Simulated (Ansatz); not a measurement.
## Ge: energy change per atom and pressure as volume scale varies

All results are calculated (Ansatz 0.2.0). Plane-wave DFT, scalar-relativistic PAW made under PBE with cores redone for the functional, no dispersion; the given relaxed cell is scaled uniformly, energy at zero smearing counts from the unscaled cell, pressure at the given Fermi-Dirac smearing is positive in compression.

The cell before it is scaled or strained (space group P6/mmm, No. 191):
```
CELL_PARAMETERS angstrom
4.93620 0.00000 0.00000
-2.46810 4.27490 0.00000
0.00000 0.00000 2.80470
ATOMIC_POSITIONS crystal
Ge 0.00000 0.00000 0.00000
Ge 0.33333 0.66667 0.50000
Ge 0.66667 0.33333 0.50000
```

Settings of every row: spin polarised no; functional revPBE; wave cutoff 420 eV; smearing width 0.1 eV; k mesh 8x8x13.

Atom starting moment: 0 on all atoms.

Limits: the cell comes from a prototype or a list of computed structures and needn't be the stable phase.

| row | volume scale | V (Å³/atom) | energy change per atom (meV) | pressure (GPa) |
| --- | --- | --- | --- | --- |
| 1 | 0.88 | 17.361 | 68.43 | 10.41 |
| 2 | 0.92 | 18.15 | ? | ? |
| 3 | 0.96 | 18.939 | 6.57 | 2.78 |
| 4 | 1.04 | 20.517 | 5.54 | -2.12 |
| 5 | 1.08 | 21.306 | 20.79 | -3.88 |
| 6 | 1.12 | 22.095 | 43.8 | -5.28 |

Question: what energy change per atom and pressure should row 2 give?

Worked fit of energy change per atom. Take u = (V_r/V)^(2/3) − 1 with V_r = 20.517 Å³ an atom, which is twice the finite (Eulerian) strain; such expansions in the strain, on which the Birch-Murnaghan equation of state is built, carry the rest volume and the bulk modulus. The shown rows have u = 0.11779, 0.0548, 0, -0.02484, -0.0482. Least squares give energy change per atom = 5.34 − 413.944 × u + 8055.28 × u² meV; a straight line predicts inner rows, each left out in turn, worse (root mean square 27 against 0.46 meV). The rows lie off it by 0.09, -0.28, 0.20, 0.20, -0.21 (root mean square 0.21 meV). The withheld row has u = 0.08515, so the fit gives 5.34 − 413.944 × (0.08515) + 8055.28 × (0.08515)² = 28.50 meV.

The calculation gave 28.16 meV. The fit lies 0.34 meV (1.2 % of the value, 0.54 % of the column's range) above it; its largest miss of a shown row is 0.28 meV.

Worked fit of pressure. Take u = (V_r/V)^(2/3) − 1 with V_r = 20.517 Å³ an atom, which is twice the finite (Eulerian) strain; such expansions in the strain, on which the Birch-Murnaghan equation of state is built, carry the rest volume and the bulk modulus. The shown rows have u = 0.11779, 0.0548, 0, -0.02484, -0.0482. Least squares give pressure = −2.149 + 76.695 × u + 253.32 × u² GPa; a straight line predicts inner rows, each left out in turn, worse (root mean square 0.85 against 0.058 GPa). The rows lie off it by 0.01, -0.03, 0.03, 0.02, -0.02. The pressure vanishes at u = 0.0258, or V = 19.75 Å³ an atom, and there the bulk modulus at fixed shape and fractions is B = −V dP/dV = (2/3)(1 + u) dP/du = 61.4 GPa. Letting shape and atoms relax would as a rule lower it, by much in layered, chain or molecular crystals. The withheld row has u = 0.08515, so the fit gives −2.149 + 76.695 × (0.08515) + 253.32 × (0.08515)² = 6.22 GPa.

The calculation gave 6.17 GPa. The fit lies 0.05 GPa (0.32 % of the column's range) above it; its largest miss of a shown row is 0.03 GPa.
